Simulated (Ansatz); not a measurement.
Run on S (fcc type): DFT, PBE, all-electron LAPW, scalar-relativistic (Ansatz 0.2.0). This run: fcc relaxed under pressure.

The cell comes from a relaxation on PAW files under the same functional, begun from a prototype that needn't be the stable phase.

Command: `ansatz run input.yaml --threads 1 --pin off --max-ram 3584MiB --backend cpu --events-out ev --progress --plain --runs-dir out` It took 17 s on 1 thread of Intel(R) Xeon(R) Platinum 8488C (Sapphire Rapids), on a shared host, peak memory 0.34 GiB.

```yaml
crystal:
  lattice:
    - [0.0, 1.5966549456, 1.5966549456]
    - [1.5966549456, 0.0, 1.5966549456]
    - [1.5966549456, 1.5966549456, 0.0]
  atoms:
    - { symbol: S, position: [0.0, 0.0, 0.0] }
kpoints:
  mp_grid: { grid: [20, 20, 20] }
scf:
  occupations: { method: fermi_dirac, width: 0.08 }
hamiltonian:
  xc: pbe
  pseudopotentials: { kind: all_electron, lapw: { basis_error: 0.0005 } }
output:
  forces: true
  stress: true
  eigenvalues: true
relax:
  f_tol: 0.005
  max_steps: 12
  cell: { p_target: 200.0, stress_tol: 0.1 }
```

Output:

```
The last accepted step is kept in <dir> (removed where the run ends without a failure and the disk answers)
LAPW: plane waves up to 8.412 Å⁻¹, error target 5.0e-4 eV per atom; small_component_spin mean_spin; S in spheres of 1.095 Å, 14 of its electrons in bands, Dirac shells [] (how accurate: hamiltonian.pseudopotentials.lapw.basis_error, Limitations)
Engine: ansatz 0.2.0
Pseudopotentials: kind: all_electron
Pseudopotential: S, LAPW, valence charge 14, lapw/all_electron/scalar/gaussian/S, Koelling and Harmon's equation, gaussian nucleus
Functional definition: PBE
  parameter kappa = 0.804
  parameter beta = 0.06672455060314922
  exchange = pbe_x(kappa = kappa, mu = beta*pi^2/3)
  correlation = pbe_c(beta = beta)
Crystal: 1 atoms, lattice volume = 8.141 Å³
Basis set: ecut = 269.63273090503964 eV, 65 PW (Γ), exchange–correlation at level 2
Bands: 11, of which v1, the nominal top of the filled ones, is band 7 counted from 1 (6 counted from 0)
Symmetry: 48 space group operations
Space group: Fm-3m (ITA 225), of the structure as read, at distance tolerance 2.0e-5 Å
k-points: 256 of 8000
Non-local potential: S, projectors of the file, none
Initial density: superposition of atomic densities (chi_scale 0.1, normalization cell)
Initial wavefunctions: plane waves of lowest kinetic energy (no species holds an atomic orbital)
Functional: x = pbe(κ = 0.804, μ = 0.2195149727645171), c = pbe(β = 0.06672455060314922)
iter 1 solved again at ethr=6.43e-5 eV; its pass at ethr=1.00e-1 eV (dr2=9.01e-3 eV) is discarded
SCF iter   1: F=—  HF=-10858.613589 eV  |F-HF|=—  |Δ(HF+E_count)|=         —  Δρ=1.54e-2  dr2=8.97e-3  ethr=6.43e-5  ⟨swp⟩=3.3  Hψ=21303  notcnv=0
preconditioner: auto → none  [metal: Δε(μ)=0.031 eV  Ē_g=20.906 eV  σ=0.080 eV  W_gap=0.10  n_scr=0 (ndim 8)  ℏωp=31.9 eV  f_vac=0.000  D(μ)=0.30/eV (n_scr^D=0)]
SCF iter   2: F=—  HF=-10858.613938 eV  |F-HF|=—  |Δ(HF+E_count)|=   3.49e-4  Δρ=7.76e-3  dr2=2.22e-3  ethr=6.41e-5  ⟨swp⟩=2.0  Hψ=7734  notcnv=0
iter 3 solved again at ethr=1.52e-8 eV; its pass at ethr=1.58e-5 eV (dr2=2.13e-6 eV) is discarded
SCF iter   3: F=—  HF=-10858.614396 eV  |F-HF|=—  |Δ(HF+E_count)|=   4.58e-4  Δρ=2.97e-4  dr2=2.12e-6  ethr=1.52e-8  ⟨swp⟩=2.9  Hψ=14077  notcnv=0
SCF iter   4: F=-10858.614398 eV  HF=-10858.614398 eV  |F-HF|=3.45e-8  |Δ(HF+E_count)|=   1.52e-6  Δρ=6.04e-5  dr2=9.73e-8  ethr=1.51e-8  ⟨swp⟩=2.0  Hψ=7737  notcnv=0
SCF 1 converged in 4 iterations: F = -10858.614398 eV  dr2 = 9.73e-8
relax step   1: F+E_penalty+E_count = -10858.61439785 eV  Δ(F+E_penalty+E_count) = +0.000e0 eV  max|allowed force component| = 0.000e0 eV/Å  Δτ_max = 0.0000 Å  P = +200.541 GPa  Ω = 8.141 Å³  (4 SCF iters, accepted)
Crystal: 1 atoms, lattice volume = 8.145 Å³
Basis set: ecut = 269.5394513775905 eV, 65 PW (Γ), exchange–correlation at level 2
Initial density: handed on by an earlier stage of this run
Initial wavefunctions: those handed on with the density
iter 1 solved again at ethr=7.85e-10 eV; its pass at ethr=1.00e-1 eV (dr2=1.10e-7 eV) is discarded
SCF iter   1: F=—  HF=-10858.619683 eV  |F-HF|=—  |Δ(HF+E_count)|=         —  Δρ=5.74e-5  dr2=9.44e-8  ethr=7.85e-10  ⟨swp⟩=5.3  Hψ=16427  notcnv=0
preconditioner: auto → none  [metal: Δε(μ)=0.037 eV  Ē_g=20.899 eV  σ=0.080 eV  W_gap=0.11  n_scr=0 (ndim 8)  ℏωp=31.9 eV  f_vac=0.000  D(μ)=0.30/eV (n_scr^D=0)]
SCF iter   2: F=-10858.619683 eV  HF=-10858.619683 eV  |F-HF|=1.13e-9  |Δ(HF+E_count)|=   3.79e-8  Δρ=2.88e-5  dr2=2.30e-8  ethr=6.74e-10  ⟨swp⟩=2.0  Hψ=7734  notcnv=0
SCF 2 converged in 2 iterations: F = -10858.619683 eV  dr2 = 2.30e-8
relax step   2: F+E_penalty+E_count = -10858.61968304 eV  Δ(F+E_penalty+E_count) = -5.285e-3 eV  max|allowed force component| = 0.000e0 eV/Å  Δτ_max = 0.0000 Å  P = +200.184 GPa  Ω = 8.145 Å³  (2 SCF iters, accepted)
Crystal: 1 atoms, lattice volume = 8.147 Å³
Basis set: ecut = 269.49149622416434 eV, 65 PW (Γ), exchange–correlation at level 2
iter 1 solved again at ethr=1.89e-10 eV; its pass at ethr=1.00e-1 eV (dr2=2.64e-8 eV) is discarded
SCF iter   1: F=—  HF=-10858.622398 eV  |F-HF|=—  |Δ(HF+E_count)|=         —  Δρ=2.75e-5  dr2=2.31e-8  ethr=1.89e-10  ⟨swp⟩=5.4  Hψ=16475  notcnv=0
preconditioner: auto → none  [metal: Δε(μ)=0.036 eV  Ē_g=20.896 eV  σ=0.080 eV  W_gap=0.11  n_scr=0 (ndim 8)  ℏωp=31.9 eV  f_vac=0.000  D(μ)=0.30/eV (n_scr^D=0)]
SCF iter   2: F=-10858.622398 eV  HF=-10858.622398 eV  |F-HF|=2.86e-9  |Δ(HF+E_count)|=   2.40e-8  Δρ=1.37e-5  dr2=5.49e-9  ethr=1.65e-10  ⟨swp⟩=2.0  Hψ=7734  notcnv=0
SCF 3 converged in 2 iterations: F = -10858.622398 eV  dr2 = 5.49e-9
relax step   3: F+E_penalty+E_count = -10858.62239828 eV  Δ(F+E_penalty+E_count) = -2.715e-3 eV  max|allowed force component| = 0.000e0 eV/Å  Δτ_max = 0.0000 Å  P = +200.000 GPa  Ω = 8.147 Å³  (2 SCF iters, accepted)
iter 1 solved again at ethr=3.92e-11 eV; its pass at ethr=1.00e-1 eV (dr2=5.48e-9 eV) is discarded
SCF iter   1: F=—  HF=-10858.622398 eV  |F-HF|=—  |Δ(HF+E_count)|=         —  Δρ=1.37e-5  dr2=5.49e-9  ethr=3.92e-11  ⟨swp⟩=2.0  Hψ=13824  notcnv=0
SCF iter   2: F=-10858.622398 eV  HF=-10858.622398 eV  |F-HF|=1.79e-9  |Δ(HF+E_count)|=   2.42e-8  Δρ=6.84e-6  dr2=1.32e-9  ethr=3.92e-11  ⟨swp⟩=2.0  Hψ=7734  notcnv=0
SCF 4 converged in 2 iterations: F = -10858.622398 eV  dr2 = 1.32e-9
relax step   4: F+E_penalty+E_count = -10858.62239828 eV  Δ(F+E_penalty+E_count) = -1.346e-9 eV  max|allowed force component| = 0.000e0 eV/Å  Δτ_max = 0.0000 Å  P = +200.000 GPa  Ω = 8.147 Å³  stress off target by 2.33e-5 GPa  SCF on the basis re-selected at this cell (its energy is not comparable with the rows above)  (2 SCF iters)
basis re-selected at this cell: Δ(F+E_penalty+E_count) = -1.346e-9 eV, ΔP = -0.000 GPa vs the last step (what re-selecting the basis moved, after the strain that the cell walked since its last selection, with what the two solves' SCF thresholds leave and, on support functions, any second-order correction that the steps lacked; it is no measure of the basis error at this ecutwfc). This SCF's stress stands 2.33e-5 GPa from its target on what of the cell is left free (relax.cell.stress_tol is 1.00e-1 GPa) and its largest allowed force component is 0.00e0 eV/Å (relax.f_tol is 5.00e-3 eV/Å): within both
SCF converged after 2 iterations
Free energy (F): -10858.622398 eV
Harris-Foulkes:  -10858.622398 eV  (|F-HF|=1.79e-9)
Internal energy: -10858.615979 eV  (E = F + TS)
E sigma→0 (E₀):  -10858.619188 eV
Entropy (-TS):   -0.006420 eV (-6.420 meV/atom)
Fermi energy:    25.312270 eV
--- Per-component energies (eV) ---
  E_band       = -1038.393308
  E_kinetic    = 10935.353958
  E_xc         = -704.860497
  E_electrostatic = -21089.109439  (all electrons and nuclei)
  E_smearing   = -0.006420  (= −TS)
  E_closure    = 0.000000  (closes the sum)
  E_atoms      = -10858.582441  (free atoms, spherical and without spin; not in F)
  Σ components = -10858.622398   (vs F -10858.622398, Δ=0.00e0)
  Basis errors (estimates in eV, not in F): energy 2.6e-4 per atom: plane waves 2.6e-4 (1.3e-4 summed), levels above the bands 3.3e-85, relativity 4.0e-9, radial functions 2.1e-6, core shells 1.9e-16; eigenvalues (radial functions only) 1.4e-5; not estimated: angular momenta, meshes, grids; target (lapw.basis_error) 5.0e-4; muffin-tin radii S 1.095 Å
--- Forces (eV/Å), atoms counted from 1 ---
  atom   1  S     -0.00000000    -0.00000000     0.00000000
  max |Σ_I F_I| component: 1.97e-31 eV/Å
--- Stress (GPa, compression-positive) ---
      200.000023       0.000000       0.000000
        0.000000     200.000023       0.000000
        0.000000       0.000000     200.000023
  P = ⅓ Tr σ = 200.0000 GPa (2000.000 kbar)
--- Band table (eV; the first three rows and the last of 256) ---
  k-point 0: bands = ["-182.7102", "-127.4914", "-127.4914", "-127.4914", "-0.7679", "34.1330", "34.1330", "34.1330", "36.9633", "36.9633", "36.9633"]
  k-point 1: bands = ["-182.7101", "-127.4916", "-127.4915", "-127.4915", "-0.6643", "32.7271", "33.7960", "33.7960", "37.4094", "37.4094", "37.6447"]
  k-point 2: bands = ["-182.7100", "-127.4921", "-127.4915", "-127.4915", "-0.3537", "30.1434", "33.1346", "33.1346", "38.3018", "38.3459", "38.3459"]
  k-point 255: bands = ["-182.7082", "-127.4966", "-127.4966", "-127.4945", "15.2452", "15.4864", "15.4864", "18.0737", "39.5366", "41.0934", "41.0934"]
--- Relaxed structure (3 steps of the walk, 3 accepted, 1 SCFs on fresh bases) ---
  F+E_penalty+E_count = -10858.62239828 eV   max|allowed force component| = 0.000e0 eV/Å   (the final SCF, on the basis selected at the relaxed cell)
  cell:  # Å, volume = 8.1471 Å³
    - [3.216453595765341e-34, 1.5970732770080165, 1.5970732770080165]
    - [1.5970732770080165, 2.251517517035739e-33, 1.5970732770080165]
    - [1.5970732770080165, 1.5970732770080165, 1.7005804159789032e-33]
  atoms:
    - { symbol: S, position: [0.0, 0.0, 0.0] }
```

Next run (bcc relaxed under pressure), as changes to the input before:

```diff
   lattice:
-    - [0.0, 1.5966549456, 1.5966549456]
-    - [1.5966549456, 0.0, 1.5966549456]
-    - [1.5966549456, 1.5966549456, 0.0]
+    - [-1.2661663002, 1.2661663002, 1.2661663002]
+    - [1.2661663002, -1.2661663002, 1.2661663002]
+    - [1.2661663002, 1.2661663002, -1.2661663002]
   atoms:
 kpoints:
-  mp_grid: { grid: [20, 20, 20] }
+  mp_grid: { grid: [21, 21, 21] }
 scf:
```

Command: `ansatz run input.yaml --threads 1 --pin off --max-ram 3584MiB --backend cpu --events-out ev --progress --plain --runs-dir out` It took 18 s on 1 thread of Intel(R) Xeon(R) Platinum 8488C (Sapphire Rapids), with other jobs on the host, peak memory 0.35 GiB.

Results part of the output:

```
basis re-selected at this cell: Δ(F+E_penalty+E_count) = +1.018e-8 eV, ΔP = -0.000 GPa vs the last step (what re-selecting the basis moved, after the strain that the cell walked since its last selection, with what the two solves' SCF thresholds leave and, on support functions, any second-order correction that the steps lacked; it is no measure of the basis error at this ecutwfc). This SCF's stress stands 1.10e-5 GPa from its target on what of the cell is left free (relax.cell.stress_tol is 1.00e-1 GPa) and its largest allowed force component is 0.00e0 eV/Å (relax.f_tol is 5.00e-3 eV/Å): within both
SCF converged after 2 iterations
Free energy (F): -10858.740379 eV
Harris-Foulkes:  -10858.740379 eV  (|F-HF|=8.31e-10)
Internal energy: -10858.732810 eV  (E = F + TS)
E sigma→0 (E₀):  -10858.736595 eV
Entropy (-TS):   -0.007569 eV (-7.569 meV/atom)
Fermi energy:    25.806049 eV
--- Per-component energies (eV) ---
  E_band       = -1037.049672
  E_kinetic    = 10935.385730
  E_xc         = -704.995539
  E_electrostatic = -21089.123002  (all electrons and nuclei)
  E_smearing   = -0.007569  (= −TS)
  E_closure    = 0.000000  (closes the sum)
  E_atoms      = -10858.582441  (free atoms, spherical and without spin; not in F)
  Σ components = -10858.740379   (vs F -10858.740379, Δ=0.00e0)
  Basis errors (estimates in eV, not in F): energy 3.5e-4 per atom: plane waves 3.3e-4 (1.8e-4 summed), levels above the bands 1.2e-78, relativity 3.5e-9, radial functions 1.2e-5, core shells 6.4e-16; eigenvalues (radial functions only) 7.3e-6; not estimated: angular momenta, meshes, grids; target (lapw.basis_error) 5.0e-4; muffin-tin radii S 1.064 Å
--- Forces (eV/Å), atoms counted from 1 ---
  atom   1  S      0.00000000     0.00000000     0.00000000
  max |Σ_I F_I| component: 2.30e-31 eV/Å
--- Stress (GPa, compression-positive) ---
      199.999989      -0.000000       0.000000
       -0.000000     199.999989       0.000000
        0.000000       0.000000     199.999989
  P = ⅓ Tr σ = 200.0000 GPa (2000.000 kbar)
--- Band table (eV; the first three rows and the last of 286) ---
  k-point 0: bands = ["-182.5757", "-127.3553", "-127.3553", "-127.3553", "-0.7087", "34.4565", "34.4565", "34.4565", "37.6019", "37.6019", "37.6019"]
  k-point 1: bands = ["-182.5757", "-127.3554", "-127.3553", "-127.3553", "-0.6090", "33.4875", "33.7597", "34.3633", "37.3298", "38.0886", "38.4557"]
  k-point 2: bands = ["-182.5755", "-127.3560", "-127.3555", "-127.3552", "-0.3101", "31.4158", "32.5217", "34.0932", "36.6218", "38.6228", "40.1619"]
  k-point 285: bands = ["-182.5724", "-127.3620", "-127.3620", "-127.3620", "17.8670", "18.7361", "18.7361", "20.9238", "24.1842", "24.6564", "53.0635"]
--- Relaxed structure (3 steps of the walk, 3 accepted, 1 SCFs on fresh bases) ---
  F+E_penalty+E_count = -10858.74037884 eV   max|allowed force component| = 0.000e0 eV/Å   (the final SCF, on the basis selected at the relaxed cell)
  cell:  # Å, volume = 8.1266 Å³
    - [-1.2665305807559328, 1.2665305807559328, 1.2665305807559328]
    - [1.2665305807559328, -1.2665305807559328, 1.2665305807559328]
    - [1.2665305807559328, 1.2665305807559328, -1.2665305807559328]
  atoms:
    - { symbol: S, position: [0.0, 0.0, 0.0] }
```

Next run (hcp relaxed under pressure), as changes to the input before:

```diff
   lattice:
-    - [-1.2661663002, 1.2661663002, 1.2661663002]
-    - [1.2661663002, -1.2661663002, 1.2661663002]
-    - [1.2661663002, 1.2661663002, -1.2661663002]
+    - [2.3984110301, 0.0, 0.0]
+    - [-1.1992055151, 2.0770848808, 0.0]
+    - [0.0, 0.0, 3.2871221881]
   atoms:
-    - { symbol: S, position: [0.0, 0.0, 0.0] }
+    - { symbol: S, position: [0.3333333333, 0.6666666667, 0.25] }
+    - { symbol: S, position: [0.6666666667, 0.3333333333, 0.75] }
 kpoints:
-  mp_grid: { grid: [21, 21, 21] }
+  mp_grid: { grid: [19, 19, 10] }
 scf:
```

Command: `ansatz run input.yaml --threads 1 --pin off --max-ram 3584MiB --backend cpu --events-out ev --progress --plain --runs-dir out` It took 40 s on 1 thread of Intel(R) Xeon(R) Platinum 8488C (Sapphire Rapids), with other jobs on the host, peak memory 0.49 GiB.

Results part of the output:

```
basis re-selected at this cell: Δ(F+E_penalty+E_count) = -5.262e-8 eV, ΔP = -0.000 GPa vs the last step (what re-selecting the basis moved, after the strain that the cell walked since its last selection, with what the two solves' SCF thresholds leave and, on support functions, any second-order correction that the steps lacked; it is no measure of the basis error at this ecutwfc). This SCF's stress stands 2.64e-2 GPa from its target on what of the cell is left free (relax.cell.stress_tol is 1.00e-1 GPa) and its largest allowed force component is 1.85e-17 eV/Å (relax.f_tol is 5.00e-3 eV/Å): within both
SCF converged after 2 iterations
Free energy (F): -21717.569010 eV
Harris-Foulkes:  -21717.569010 eV  (|F-HF|=1.51e-9)
Internal energy: -21717.556707 eV  (E = F + TS)
E sigma→0 (E₀):  -21717.562858 eV
Entropy (-TS):   -0.012303 eV (-6.151 meV/atom)
Fermi energy:    25.495383 eV
--- Per-component energies (eV) ---
  E_band       = -2081.628015
  E_kinetic    = 21871.374755
  E_xc         = -1410.048226
  E_electrostatic = -42178.883236  (all electrons and nuclei)
  E_smearing   = -0.012303  (= −TS)
  E_closure    = 0.000000  (closes the sum)
  E_atoms      = -21717.164882  (free atoms, spherical and without spin; not in F)
  Σ components = -21717.569010   (vs F -21717.569010, Δ=0.00e0)
  Basis errors (estimates in eV, not in F): energy 3.2e-4 per atom: plane waves 3.0e-4 (1.6e-4 summed), levels above the bands 6.0e-48, relativity 7.4e-9, radial functions 1.7e-5, core shells 6.3e-12; eigenvalues (radial functions only) 4.8e-7; not estimated: angular momenta, meshes, grids; target (lapw.basis_error) 5.0e-4; muffin-tin radii S 1.043 Å
--- Forces (eV/Å), atoms counted from 1 ---
  atom   1  S      0.00000000     0.00000000     0.00000000
  atom   2  S     -0.00000000     0.00000000     0.00000000
  max |Σ_I F_I| component: 1.39e-17 eV/Å
--- Stress (GPa, compression-positive) ---
      200.007914      -0.000000       0.000000
       -0.000000     200.007914       0.000000
        0.000000       0.000000     199.973611
  P = ⅓ Tr σ = 199.9965 GPa (1999.965 kbar)
--- Band table (eV; the first three rows and the last of 240) ---
  k-point 0: bands = ["-182.8298", "-182.8263", "-127.6549", "-127.6416", "-127.5926", "-127.5926", "-127.5889", "-127.5889", "-0.9307", "11.2167", "12.5206", "26.1945", "26.1945", "29.8074", "29.8074", "33.3849", "36.8167", "37.7951"]
  k-point 1: bands = ["-182.8297", "-182.8264", "-127.6546", "-127.6420", "-127.5925", "-127.5925", "-127.5890", "-127.5890", "-0.8000", "9.4043", "14.5523", "26.2997", "26.2997", "29.8648", "29.8648", "33.4940", "36.1584", "36.2463"]
  k-point 2: bands = ["-182.8294", "-182.8266", "-127.6536", "-127.6429", "-127.5922", "-127.5922", "-127.5893", "-127.5893", "-0.4083", "7.2951", "17.3148", "26.6132", "26.6132", "29.9824", "29.9824", "33.8191", "34.6463", "34.6463"]
  k-point 239: bands = ["-182.8277", "-182.8277", "-127.6484", "-127.6484", "-127.5924", "-127.5924", "-127.5920", "-127.5920", "11.1933", "11.1933", "12.5757", "12.5757", "15.2020", "15.2020", "32.7553", "32.7553", "37.6431", "37.6431"]
--- Relaxed structure (3 steps of the walk, 3 accepted, 1 SCFs on fresh bases) ---
  F+E_penalty+E_count = -21717.56900974 eV   max|allowed force component| = 1.850e-17 eV/Å   (the final SCF, on the basis selected at the relaxed cell)
  cell:  # Å, volume = 16.3887 Å³
    - [2.3992032687344516, 2.8877040857466844e-11, 0.0]
    - [-1.1996016343922342, 2.07777097955226, 0.0]
    - [0.0, 0.0, 3.287613910496472]
  atoms:
    - { symbol: S, position: [0.3333333333333333, 0.6666666666666665, 0.24999999999999994] }
    - { symbol: S, position: [0.6666666666666667, 0.3333333333333333, 0.7499999999999999] }
```

Next run (diamond relaxed under pressure), as changes to the input before:

```diff
   lattice:
-    - [2.3984110301, 0.0, 0.0]
-    - [-1.1992055151, 2.0770848808, 0.0]
-    - [0.0, 0.0, 3.2871221881]
+    - [0.0, 2.0830225654, 2.0830225654]
+    - [2.0830225654, 0.0, 2.0830225654]
+    - [2.0830225654, 2.0830225654, 0.0]
   atoms:
-    - { symbol: S, position: [0.3333333333, 0.6666666667, 0.25] }
-    - { symbol: S, position: [0.6666666667, 0.3333333333, 0.75] }
+    - { symbol: S, position: [-0.125, -0.125, -0.125] }
+    - { symbol: S, position: [0.125, 0.125, 0.125] }
 kpoints:
-  mp_grid: { grid: [19, 19, 10] }
+  mp_grid: { grid: [15, 15, 15] }
 scf:
```

Results part of the output:

```
basis re-selected at this cell: Δ(F+E_penalty+E_count) = -4.657e-10 eV, ΔP = -0.000 GPa vs the last step (what re-selecting the basis moved, after the strain that the cell walked since its last selection, with what the two solves' SCF thresholds leave and, on support functions, any second-order correction that the steps lacked; it is no measure of the basis error at this ecutwfc). This SCF's stress stands 1.07e-2 GPa from its target on what of the cell is left free (relax.cell.stress_tol is 1.00e-1 GPa) and its largest allowed force component is 2.78e-17 eV/Å (relax.f_tol is 5.00e-3 eV/Å): within both
SCF converged after 2 iterations
Free energy (F): -21714.288849 eV
Harris-Foulkes:  -21714.288849 eV  (|F-HF|=7.64e-10)
Internal energy: -21714.271427 eV  (E = F + TS)
E sigma→0 (E₀):  -21714.280138 eV
Entropy (-TS):   -0.017422 eV (-8.711 meV/atom)
Fermi energy:    22.311349 eV
--- Per-component energies (eV) ---
  E_band       = -2180.641569
  E_kinetic    = 21874.355301
  E_xc         = -1412.084112
  E_electrostatic = -42176.542616  (all electrons and nuclei)
  E_smearing   = -0.017422  (= −TS)
  E_closure    = 0.000000  (closes the sum)
  E_atoms      = -21717.164882  (free atoms, spherical and without spin; not in F)
  Σ components = -21714.288849   (vs F -21714.288849, Δ=0.00e0)
  Basis errors (estimates in eV, not in F): energy 2.6e-4 per atom: plane waves 2.5e-4 (1.5e-4 summed), levels above the bands 7.7e-48, relativity 2.5e-8, radial functions 1.4e-5, core shells 7.0e-14; eigenvalues (radial functions only) 2.1e-7; not estimated: angular momenta, meshes, grids; target (lapw.basis_error) 5.0e-4; muffin-tin radii S 0.875 Å
--- Forces (eV/Å), atoms counted from 1 ---
  atom   1  S     -0.00000000    -0.00000000    -0.00000000
  atom   2  S     -0.00000000     0.00000000    -0.00000000
  max |Σ_I F_I| component: 1.11e-16 eV/Å
--- Stress (GPa, compression-positive) ---
      200.010719       0.000000      -0.000000
        0.000000     200.010719      -0.000000
       -0.000000      -0.000000     200.010719
  P = ⅓ Tr σ = 200.0107 GPa (2000.107 kbar)
--- Band table (eV; the first three rows and the last of 120) ---
  k-point 0: bands = ["-186.2946", "-186.2626", "-131.0825", "-131.0825", "-131.0825", "-131.0392", "-131.0392", "-131.0392", "-3.8906", "14.5972", "14.5972", "14.5972", "19.5491", "19.5491", "19.5491", "23.3948", "27.5481", "27.5481"]
  k-point 1: bands = ["-186.2943", "-186.2628", "-131.0827", "-131.0827", "-131.0824", "-131.0394", "-131.0390", "-131.0390", "-3.7946", "13.8671", "14.4678", "14.4678", "19.7531", "19.7531", "19.7535", "23.8022", "27.3307", "27.3307"]
  k-point 2: bands = ["-186.2935", "-186.2636", "-131.0831", "-131.0831", "-131.0819", "-131.0399", "-131.0386", "-131.0386", "-3.5086", "12.2505", "14.1501", "14.1501", "19.8897", "20.2502", "20.2502", "24.9662", "26.9147", "26.9147"]
  k-point 119: bands = ["-186.2797", "-186.2774", "-131.0893", "-131.0888", "-131.0629", "-131.0589", "-131.0330", "-131.0325", "2.7183", "3.6107", "8.5315", "9.3094", "21.4324", "22.6628", "24.2499", "24.4491", "31.1438", "32.6150"]
--- Relaxed structure (1 steps of the walk, 1 accepted, 1 SCFs on fresh bases) ---
  F+E_penalty+E_count = -21714.28884933 eV   max|allowed force component| = 2.776e-17 eV/Å   (the final SCF, on the basis selected at the relaxed cell)
  cell:  # Å, volume = 18.0764 Å³
    - [0.0, 2.0830225654, 2.0830225654]
    - [2.0830225654, 0.0, 2.0830225654]
    - [2.0830225654, 2.0830225654, 0.0]
  atoms:
    - { symbol: S, position: [-0.125, -0.125, -0.125] }
    - { symbol: S, position: [0.125, 0.125, 0.125] }
```
